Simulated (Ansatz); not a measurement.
The cell is COD entry 9009146, as deposited and not checked against the literature; nothing was relaxed.

WSe2: DFT, PBEsol, PAW with Ansatz's default frozen-core files, scalar-relativistic (Ansatz 0.2.0).

Command: `ansatz run input.yaml --threads 2 --pin off --max-ram 8192MiB --backend cpu --events-out ev --progress --plain --runs-dir out` The run took 26 s on 2 threads of Intel(R) Xeon(R) 6975P-C (Granite Rapids) (shared host), peak memory 0.74 GiB.

```yaml
crystal:
  lattice:
    - [3.2899984505, 0.0, 0.0]
    - [-1.6449992252, 2.8492222365, 0.0]
    - [0.0, 0.0, 12.97]
  atoms:
    - { symbol: W, position: [0.3333333333, 0.6666666667, 0.25] }
    - { symbol: W, position: [0.6666666667, 0.3333333333, 0.75] }
    - { symbol: Se, position: [0.3333333333, 0.6666666667, 0.621] }
    - { symbol: Se, position: [0.6666666667, 0.3333333333, 0.121] }
    - { symbol: Se, position: [0.3333333333, 0.6666666667, 0.879] }
    - { symbol: Se, position: [0.6666666667, 0.3333333333, 0.379] }
kpoints:
  mp_grid: { grid: [11, 11, 3] }
  band_path:
    path:
      - [0.0, 0.0, 0.0]
      - [0.5, 0.0, 0.0]
      - [0.3333333333, 0.3333333333, 0.0]
      - [0.0, 0.0, 0.0]
      - [0.0, 0.0, 0.5]
      - [0.5, 0.0, 0.5]
      - [0.3333333333, 0.3333333333, 0.5]
      - [0.0, 0.0, 0.5]
      - [0.5, 0.0, 0.5]
    npoints: 14
scf:
  occupations: { method: fermi_dirac, width: 0.08 }
hamiltonian:
  xc: pbesol
  pseudopotentials: { kind: paw }
output:
  forces: true
  stress: true
  eigenvalues: true
  efg: { contact_densities: true }
  populations: true
  bader: true
  dos: { projected: true, de: 0.2, e_range: [-14, 8] }
  write_density: true
  write_potential: true
  elf: true
  volumetric_format: npy
```

Output:

```
W: output.efg is read without spin–orbit coupling, which moves field gradients at and beside such atoms by some per cent and up to a factor of two; PAW files take it under magnetization.noncollinear and magnetization.spin_orbit
Engine: ansatz 0.2.0
Pseudopotentials: kind: paw
Pseudopotential: W, paw, valence charge 14, recommended cutoff 420 eV (normal)
Pseudopotential: Se, paw, valence charge 16, recommended cutoff 420 eV (normal)
Functional definition: PBEsol
  exchange = pbesol_x
  correlation = pbesol_c
Crystal: 6 atoms, lattice volume = 121.580 Å³
Basis set: ecut = 420 eV, 2419 PW (Γ), exchange–correlation on 48×48×180 points (8 copies of the dense FFT grid, shifted against one another)
Bands: 56, of which v1, the nominal top of the filled ones, is band 46 counted from 1 (45 counted from 0)
Symmetry: 24 space group operations
Space group: P63/mmc (ITA 194), of the structure as read, at distance tolerance 5.0e-5 Å
k-points: 32 of 363
Non-local potential: W, projectors of the file, l = 0: 3, l = 1: 2, l = 2: 2, l = 3: 1
Non-local potential: Se, projectors of the file, l = 0: 2, l = 1: 2, l = 2: 3, l = 3: 1
PAW form: soft (Blöchl's): semilocal exchange-correlation on the pseudo side does not see the compensation charge
PAW frozen core: W, regenerated for the run's functional, and the local potential with it (the file was generated under x = pbe(κ = 0.804, μ = 0.2195149727645171), c = pbe(β = 0.06672455060314922))
PAW frozen core: Se, regenerated for the run's functional, and the local potential with it (the file was generated under x = pbe(κ = 0.804, μ = 0.2195149727645171), c = pbe(β = 0.06672455060314922))
PAW one-centre angular grid: W, 590 points (default); XC on 64 Gauss nodes
PAW one-centre angular grid: Se, 590 points (default); XC on 64 Gauss nodes
Initial density: superposition of atomic densities (neutral atoms: chi_scale 0, normalization atom), corrected by the library's trained network
Initial wavefunctions: pseudopotential atomic-orbital guess
Functional: x = pbesol(κ = 0.804, μ = 0.12345679012345678), c = pbesol(β = 0.046)
SCF iter   1: F=—  HF=-42213.517512 eV  |F-HF|=—  |Δ(HF+E_count)|=         —  Δρ=4.85e-3  dr2=1.57e-2  ethr=1.77e-3  ⟨swp⟩=5.9  Hψ=6333  notcnv=0
preconditioner: auto → Resta (q_TF=auto, 2.604 Å⁻¹)  ε∞=6.1  [insulator: Δε(μ)=0.912 eV  Ē_g=8.961 eV  σ=0.080 eV  W_gap=0.99  n_scr=40 (ndim 8)  ℏωp=20.2 eV  f_vac=0.044  D(μ)=0.00/eV (n_scr^D=0)  ε∞_Penn≈6.1]
SCF iter   2: F=—  HF=-42213.520791 eV  |F-HF|=—  |Δ(HF+E_count)|=   3.28e-3  Δρ=2.68e-3  dr2=3.14e-3  ethr=1.71e-5  ⟨swp⟩=2.9  Hψ=3657  notcnv=0
SCF iter   3: F=—  HF=-42213.522580 eV  |F-HF|=—  |Δ(HF+E_count)|=   1.79e-3  Δρ=1.35e-3  dr2=8.56e-4  ethr=3.42e-6  ⟨swp⟩=1.7  Hψ=1815  notcnv=0
SCF iter   4: F=—  HF=-42213.523281 eV  |F-HF|=—  |Δ(HF+E_count)|=   7.01e-4  Δρ=1.16e-4  dr2=4.22e-5  ethr=9.31e-7  ⟨swp⟩=2.0  Hψ=2327  notcnv=0
SCF iter   5: F=—  HF=-42213.523294 eV  |F-HF|=—  |Δ(HF+E_count)|=   1.33e-5  Δρ=5.95e-5  dr2=7.61e-6  ethr=4.59e-8  ⟨swp⟩=2.3  Hψ=3088  notcnv=0
SCF iter   6: F=—  HF=-42213.523299 eV  |F-HF|=—  |Δ(HF+E_count)|=   5.00e-6  Δρ=1.57e-5  dr2=3.43e-7  ethr=8.27e-9  ⟨swp⟩=2.8  Hψ=3171  notcnv=0
SCF iter   7: F=-42213.523300 eV  HF=-42213.523300 eV  |F-HF|=1.25e-8  |Δ(HF+E_count)|=   2.82e-7  Δρ=4.17e-6  dr2=2.96e-8  ethr=1.09e-10  ⟨swp⟩=12.8  Hψ=12753  notcnv=0
SCF 1 converged in 7 iterations: F = -42213.523300 eV  dr2 = 2.96e-8
  greatest PAW one-centre occupation: 1.000 electrons in one spin orbital (limit 2), on the Se atom at site 5 (counted from 0), in its partial waves of l = 2
NSCF: frozen V_eff on 113 k-points
SCF converged after 7 iterations
Free energy (F): -42213.523300 eV
Harris-Foulkes:  -42213.523300 eV  (|F-HF|=1.25e-8)
Internal energy: -42213.523182 eV  (E = F + TS)
E sigma→0 (E₀):  -42213.523241 eV
Entropy (-TS):   -0.000117 eV (-0.020 meV/atom)
Fermi energy:    13.226735 eV
--- Per-component energies (eV) ---
  E_band       = -1696.931461
  E_kinetic    = 1378.557836
  E_local      = -11442.836281  (includes V_loc(G=0)·N_el)
  E_nonlocal   = -2361.898052
  E_hartree    = 5493.441504
  E_xc         = -945.685256
  E_vxc        = -872.224820  (∫ρ·V_xc dr)
  E_paw        = -24344.729676  (= ΣΔE_a)
  E_vpaw       = 614.590028  (= ΣTr[D̂ρ^β])
  E_aug_tail   = -0.002496  (compensation charges beyond the density's cutoff)
  E_ewald      = -9994.848148
  E_core_change = 4.477386  (= ΣΔE_core)
  E_smearing   = -0.000117  (= −TS)
  E_closure    = 0.000000  (closes the sum)
  Σ components = -42213.523300   (vs F -42213.523300, Δ=0.00e0)
--- Forces (eV/Å), atoms counted from 1 ---
  atom   1  W     -0.00000000    -0.00000000    -0.00000000
  atom   2  W      0.00000000     0.00000000     0.00000000
  atom   3  Se    -0.00000000    -0.00000000     0.12958713
  atom   4  Se     0.00000000     0.00000000     0.12958713
  atom   5  Se    -0.00000000    -0.00000000    -0.12958713
  atom   6  Se     0.00000000     0.00000000    -0.12958713
  max |Σ_I F_I| component: 1.62e-17 eV/Å
--- Stress (GPa, compression-positive) ---
       -1.605645       0.000000      -0.000000
        0.000000      -1.605645      -0.000000
       -0.000000      -0.000000      -0.529149
  P = ⅓ Tr σ = -1.2468 GPa (-12.468 kbar)
--- PAW observables at the nuclei: V_zz in 10²¹ V/m², potentials from the cell's mean, atoms counted from 1 ---
  atom   1  W  V_zz =   -16.908779   η = 0.0000   by run symmetry: allowed
            electrostatic potential = -14807.084742 V   contact ρ = 8810842.248795 e/Å³
  atom   2  W  V_zz =   -16.908779   η = 0.0000   by run symmetry: allowed
            electrostatic potential = -14807.084742 V   contact ρ = 8810842.248795 e/Å³
  atom   3  Se V_zz =    -7.634386   η = 0.0000   by run symmetry: allowed
            electrostatic potential = -4715.484073 V   contact ρ = 262402.662724 e/Å³
  atom   4  Se V_zz =    -7.634386   η = 0.0000   by run symmetry: allowed
            electrostatic potential = -4715.484073 V   contact ρ = 262402.662724 e/Å³
  atom   5  Se V_zz =    -7.634386   η = 0.0000   by run symmetry: allowed
            electrostatic potential = -4715.484073 V   contact ρ = 262402.662724 e/Å³
  atom   6  Se V_zz =    -7.634386   η = 0.0000   by run symmetry: allowed
            electrostatic potential = -4715.484073 V   contact ρ = 262402.662724 e/Å³
--- Band table (eV; the first three rows and the last of 32) ---
  k-point 0: bands = ["-61.4098", "-61.4098", "-35.0579", "-35.0579", "-35.0578", "-35.0578", "-35.0573", "-35.0573", "-35.0573", "-35.0573", "-35.0297", "-35.0297", "-35.0294", "-35.0294", "-35.0285", "-35.0285", "-35.0282", "-35.0282", "-35.0180", "-35.0177", "-35.0159", "-35.0156", "-25.6945", "-25.6945", "-25.5586", "-25.5586", "-25.5586", "-25.5586", "-2.4775", "-2.2245", "-1.2962", "-0.8714", "5.6552", "6.7745", "9.1640", "10.1364", "10.1364", "10.1535", "10.1535", "11.2599", "11.2599", "11.3149", "11.3149", "11.6845", "11.7653", "12.8121", "15.4517", "15.4517", "15.5020", "15.5020", "15.5521", "15.5521", "15.7634", "15.7634", "17.2243", "17.9176"]
  k-point 1: bands = ["-61.4098", "-61.4098", "-35.0579", "-35.0579", "-35.0579", "-35.0579", "-35.0573", "-35.0573", "-35.0573", "-35.0573", "-35.0296", "-35.0296", "-35.0295", "-35.0295", "-35.0284", "-35.0284", "-35.0283", "-35.0283", "-35.0180", "-35.0178", "-35.0158", "-35.0156", "-25.6945", "-25.6945", "-25.5586", "-25.5586", "-25.5586", "-25.5586", "-2.4267", "-2.3038", "-1.1759", "-0.9672", "5.8746", "6.4083", "9.7020", "10.1406", "10.1406", "10.1491", "10.1491", "10.7377", "11.2736", "11.2736", "11.3011", "11.3011", "12.3980", "12.7230", "15.4531", "15.4531", "15.4685", "15.4685", "15.6254", "15.6254", "15.7213", "15.7213", "17.4191", "17.7662"]
  k-point 2: bands = ["-61.4090", "-61.4090", "-35.0578", "-35.0578", "-35.0575", "-35.0575", "-35.0574", "-35.0573", "-35.0570", "-35.0569", "-35.0297", "-35.0297", "-35.0295", "-35.0295", "-35.0287", "-35.0286", "-35.0284", "-35.0283", "-35.0179", "-35.0176", "-35.0157", "-35.0154", "-25.6906", "-25.6906", "-25.5776", "-25.5776", "-25.5630", "-25.5630", "-2.3520", "-2.1000", "-1.2268", "-0.8146", "5.8165", "6.9341", "9.0465", "9.7543", "9.7856", "10.2536", "10.2793", "10.7024", "11.0452", "11.1082", "11.2372", "11.7146", "11.9643", "12.6059", "15.1387", "15.2096", "15.2770", "15.3539", "15.3731", "15.6178", "15.6385", "15.7446", "17.9509", "18.5246"]
  k-point 31: bands = ["-61.3983", "-61.3983", "-35.0564", "-35.0564", "-35.0553", "-35.0553", "-35.0544", "-35.0544", "-35.0544", "-35.0544", "-35.0315", "-35.0313", "-35.0306", "-35.0305", "-35.0296", "-35.0295", "-35.0295", "-35.0294", "-35.0157", "-35.0157", "-35.0132", "-35.0132", "-25.7468", "-25.7468", "-25.6940", "-25.6940", "-25.6395", "-25.6395", "-0.0757", "-0.0560", "0.0475", "0.0665", "6.9379", "6.9840", "7.0519", "7.1307", "8.2292", "8.2451", "8.5640", "8.6476", "9.2493", "9.3426", "10.1182", "10.2493", "12.3100", "12.4385", "14.2510", "14.2574", "14.9870", "15.5462", "15.8268", "15.9403", "17.0557", "17.3052", "18.4422", "18.6888"]
--- Löwdin populations: 6 sites ---
  site symbol       q [e]
     0      W     13.6306
     1      W     13.6306
     2     Se     16.0815
     3     Se     16.0815
     4     Se     16.0815
     5     Se     16.0815
  spilling = 0.004489 (of n_electrons = 92.000000)
--- Bader charges: 6 sites ---
  site symbol  charge [e]  shift [e]
     0      W      1.0417     0.0023
     1      W      1.0417     0.0023
     2     Se     -0.5209     0.0012
     3     Se     -0.5209     0.0012
     4     Se     -0.5209     0.0012
     5     Se     -0.5209     0.0012
  estimated error of the sums over rays = 7.4e-4 e
```

populations.tsv:

```
# site	symbol	l	j	q
# orbitals = lowdin
# n_electrons = 92.000000
# spilling = 0.004489
0	W	0_5S	-	1.979266
0	W	0_6S	-	0.608129
0	W	1_5P	-	5.996305
0	W	2_5D	-	5.046889
1	W	0_5S	-	1.979266
1	W	0_6S	-	0.608129
1	W	1_5P	-	5.996305
1	W	2_5D	-	5.046889
2	Se	0_4S	-	1.830353
2	Se	1_4P	-	4.251307
2	Se	2_3D	-	9.999803
3	Se	0_4S	-	1.830353
3	Se	1_4P	-	4.251307
3	Se	2_3D	-	9.999803
4	Se	0_4S	-	1.830353
4	Se	1_4P	-	4.251307
4	Se	2_3D	-	9.999803
5	Se	0_4S	-	1.830353
5	Se	1_4P	-	4.251307
5	Se	2_3D	-	9.999803
```

bader_charges.tsv:

```
# site	symbol	x_ang	y_ang	z_ang	partial_charge_e	electrons	volume_ang3	relative_density_drop	shared_charge_e	partial_wave_shift_e
# quadrature_error_electrons = 7.4e-4
0	W	0.0000	1.8995	3.2425	1.04172	72.95828	14.56	-	1.04172	0.00231
1	W	1.6450	0.9497	9.7275	1.04172	72.95828	14.56	-	1.04172	0.00231
2	Se	0.0000	1.8995	8.0544	-0.52086	34.52086	23.11	-	-0.52086	0.00115
3	Se	1.6450	0.9497	1.5694	-0.52086	34.52086	23.11	-	-0.52086	0.00115
4	Se	0.0000	1.8995	11.4006	-0.52086	34.52086	23.11	-	-0.52086	0.00115
5	Se	1.6450	0.9497	4.9156	-0.52086	34.52086	23.11	-	-0.52086	0.00115
```
